**Question**

A process engineer is modelling a film of wurtzite CdS and needs its cell edges, its stiffness and its band gap. The table compares five density functionals on the same crystal. The equilibrium volume is the volume of lowest energy, and its change is counted from the supplied cell, not from experiment. The bulk modulus is the pressure needed per fractional loss of volume, and its slope tells how fast it rises with pressure.

GPAW 26.7.0, plane-wave PAW DFT without spin polarisation for wurtzite CdS (given cell: 4 atoms, 25.12 Å³/atom), with a 600 eV cutoff, 5 × 5 × 3 k-point mesh, Fermi-Dirac smearing of 0.05 eV and no added dispersion correction. The values are fitted to energies at seven volumes, 0.94 to 1.06 times the given one, with cell shape and fractional coordinates fixed.

| functional | potentials | equilibrium volume (Å³/atom) | equilibrium volume change (% of the given cell) | bulk modulus (GPa) | bulk modulus slope |
| --- | --- | --- | --- | --- | --- |
| LDA | JTH-PAW-2.0 | 23.846 | -5.070 | 66.00 | 3.930 |
| PBE | GPAW-PAW-data-sets-(gpaw-data 1.2.1),-newer-versions | 25.946 | 3.280 | 53.80 | 4.560 |
| C09-vdW | GPAW-PAW-data-sets-(gpaw-data-1.2.1) | 25.023 | -0.390 | 61.00 | 4.260 |
| optB88-vdW | GPAW-PAW-data-sets-(gpaw-data-1.2.1) | 26.026 | 3.600 | 56.40 | 4.200 |
| vdW-DF-cx | GPAW-PAW-data-sets-(gpaw-data-1.2.1) | 25.255 | 0.530 | 59.20 | 4.260 |

(a) How far apart do LDA and PBE place the cell, and what drives them apart?
(b) Does the difference in volume account for the difference in stiffness?
(c) Which functional suits which purpose, and at what price?

**Model answer**

**(a)** The PBE volume is 8.8% larger than the LDA volume, which makes each cell edge 2.9% longer. If the film must match a substrate to within 1%, this step is too large to ignore. The measured volume is roughly 25 Å³ per atom (a rough recalled value), so LDA makes the crystal too small and PBE too large, each by 4 to 5%.

An explanation starts from the density between the atoms. LDA treats each point as part of a uniform electron gas and binds atoms too strongly. PBE adds an energy gain where the density varies steeply, as it does in the outer parts of an atom. When atoms approach, their overlapping tails even out the density and part of this gain is lost. The gradient correction therefore acts as an outward pressure.

The calculated stresses show how far the two runs differ in pressure. At the supplied cell LDA wants to shrink and PBE wants to expand, and their pressures differ by 5.1 GPa. Dividing by the mean of their two bulk moduli estimates the change in volume:

$$\frac{\Delta V}{V}\approx\frac{\Delta P}{B}=\frac{5.1}{(66.0+53.8)/2}\approx 8.5\%$$

This is close to the 8.8% in the table. The two rows also use different atomic potentials, however. The LDA run itself converged without a warning. The notes supplied with the data do describe its outside data set as cut short, but that remark comes from the data makers' tests on other systems, not from this run, and its effect here is unknown. Neither the size of this pressure difference nor its change with volume can therefore be credited to the gradient correction alone.

The three functionals with "vdW" in their names suggest that the exchange part of a functional matters for this outward push. They share the same nonlocal correlation, which describes dispersion, and differ in their exchange part. No separate dispersion correction was added to any of them. Despite the shared correlation, the optB88-vdW volume is 4.0% above that of C09-vdW. In C09-vdW and vdW-DF-cx the exchange energy responds weakly to moderate density gradients, so its outward push should be smaller. The optB88-vdW run carries a legacy setting whose effect is unknown, which leaves some doubt about the exact size of the step.

**(b)** Only in part. Suppose that a change of functional added the same pressure at every volume. That adds a straight line to the energy curve and leaves its curvature alone, so all functionals would share one curve of stiffness against volume. With vdW-DF-cx as the reference, and with $V$ the equilibrium volume, $B$ the bulk modulus and $B'$ its slope, taken as constant, the curve is

$$B=B_{\mathrm{cx}}\left(\frac{V}{V_{\mathrm{cx}}}\right)^{-B'_{\mathrm{cx}}}$$

For LDA this gives $59.2\times(23.846/25.255)^{-4.26}\approx 75.6$ GPa, about 15% above the calculated 66.0 GPa.

The same curve comes within 2% for PBE and C09-vdW, but is 8% too low for optB88-vdW. No constant was adjusted to these rows. The LDA value is itself less certain, because only one calculated volume lies below its minimum and its energies scatter more about the fitted curve than those of the other rows; its stresses suggest about 68 GPa. That would reduce the miss without removing it.

What the model lacks is that the added pressure fades as the crystal expands. Between 0.94 and 1.06 of the supplied volume, the difference between PBE and LDA falls from 5.7 to 4.6 GPa. A push that weakens on expansion and grows on compression acts like an extra spring. Its stiffness is the fall in pressure per fractional expansion, $(5.71-4.61)/0.12\approx 9$ GPa. The energy curves agree: at the supplied volume PBE is the stiffer of the two by about this amount.

Theory makes the fading plausible. Once the atoms are far apart, their densities no longer overlap and moving them further changes neither functional's energy, so the pressure difference must eventually vanish. Two effects thus oppose each other on the way from LDA to PBE. The larger volume alone would soften the crystal by roughly 30%, while the extra spring, judged at the supplied volume, stiffens it by roughly 17%. The net result is the 18% softening in the table.

**(c)** For cell edges and stiffness, C09-vdW and vdW-DF-cx are the sensible choices here. Their volumes lie within about 1% of the rough measured one. Their edges differ by about 0.3% and their bulk moduli by 3%. Both moduli lie near the measured value of roughly 60 GPa, again a rough recalled figure. That figure is too coarse to rank the two, and the calculations omit temperature and zero-point motion. They also keep the cell shape and the atomic positions within it fixed; letting these relax could lower the stiffness and change the ratio of the cell edges, which these runs do not test.

For the band gap, none of the five is adequate. At its own equilibrium volume each gives a gap of 1.0 to 1.1 eV, against a measured value of roughly 2.5 eV. Between these minima, changing the functional moves the gap by only about a tenth of an electronvolt, while the error exceeds one. Such underestimates are a known weakness of this kind of functional, and a remedy is a hybrid functional or a quasiparticle method, at a much higher cost.

No running times are given, so the price can only be argued. The rows are also a selection: runs that failed or met a known fault of the program, and some with graver warnings, were left out, so the table cannot show how reliably each functional runs. LDA and PBE need similar work per step. Nonlocal correlation adds an evaluation over the whole density, which grows only slightly faster than the cell size. The work on the orbitals grows more steeply, so the surcharge matters less in large cells.

**Remarks on the reasoning**

One mistake would be to fix the cell at a trusted volume and expect the functionals then to agree on stiffness. At the supplied volume the bulk moduli still run from about 54 to 66 GPa, as they do at the separate minima. The order has changed, though: LDA, the stiffest at its own minimum, is now the softest. The output printed below shows both sets of values.

A second mistake would be to trust a functional because it includes dispersion. In volume, optB88-vdW differs from PBE by only about 0.3%, too close to rank when their potentials differ. The exchange part has to be judged as well.

In practice, check first the volume that a functional gives, and take the stiffness at that functional's own minimum, where the crystal is free of pressure. A good volume does not guarantee a good stiffness, so compare that with experiment too where a measured value exists. Treat the band gap as a separate task.

The analysis program printed:

```
Purposes (rough recalled measured values 25 A^3/atom and 60 GPa):
         row  edge vs supplied cell %  volume vs recalled %  bulk modulus vs recalled %  gap at supplied volume eV  gap at own minimum eV
         LDA                   -1.721                -4.616                          10                     0.8908                  1.006
         PBE                    1.083                 3.784                      -10.33                       1.18                  1.104
     C09-vdW                  -0.1299                 0.092                       1.667                      1.084                  1.093
  optB88-vdW                    1.187                 4.104                          -6                      1.109                  1.021
   vdW-DF-cx                   0.1778                  1.02                      -1.333                      1.133                  1.121
Stiffness in GPa:
         row  at own minimum  at supplied volume  one-curve model  model miss %
         LDA              66               53.55             75.6         14.55
         PBE            53.8               62.83            52.77        -1.916
     C09-vdW              61               60.48            61.57        0.9406
  optB88-vdW            56.4               65.76            52.08        -7.656
   vdW-DF-cx            59.2               61.09             59.2             0
Volume step LDA to PBE in %: 8.807
Cell edge step LDA to PBE in %: 2.853
Bulk modulus step LDA to PBE in %: -18.48
Part of that step from the larger volume alone in %: -30.2
Stiffness change LDA to PBE at the supplied volume in %: 17.32
Volume step C09-vdW to optB88-vdW in %: 4.008
Volume step C09-vdW to vdW-DF-cx in %: 0.9271
Volume step PBE to optB88-vdW in %: 0.3083
Bulk modulus step PBE to optB88-vdW in %: 4.833
PBE less LDA pressure at 0.94 of supplied volume in GPa: 5.71
PBE less LDA pressure at supplied volume in GPa: 5.116
PBE less LDA pressure at 1.06 of supplied volume in GPa: 4.608
Extra stiffness of PBE over LDA from the fading pressure in GPa: 9.18
Spread of gaps at supplied volume in eV: 0.2887
Spread of gaps at own minima in eV: 0.1151
Smallest gap shortfall against a rough recalled 2.5 eV in eV: 1.379
```
